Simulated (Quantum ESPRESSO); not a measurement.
The system is BeS.

```
CELL_PARAMETERS angstrom
0.00000 2.42500 2.42500
2.42500 0.00000 2.42500
2.42500 2.42500 0.00000
ATOMIC_POSITIONS crystal
S 0.75000 0.75000 0.75000
Be 0.00000 0.00000 0.00000
```

Base run:

| Property | Result |
| --- | --- |
| Program | Quantum ESPRESSO 7.5 |
| Functional | PBE |
| Potentials or basis | PseudoDojo 0.4.1 SR PBE standard |
| Cutoff | 1197 eV |
| Density cutoff | 4789 eV |
| k mesh | 20 × 20 × 20 |
| Occupations | fixed |
| Spin | no spin polarisation |

Its results: band gap on the k mesh, mean-field level 3.11 eV, indirect (least direct gap 5.64 eV).

Problem. The run is repeated on the same cell with these changes: functional from PBE to PBEsol; potentials or basis from PseudoDojo 0.4.1 SR PBE standard to PseudoDojo 0.4.1 SR PBEsol standard. What comes out?

Solution. Band gap on the k mesh, mean-field level 2.93 eV, indirect (least direct gap 5.55 eV).

A k mesh can miss the band edges.
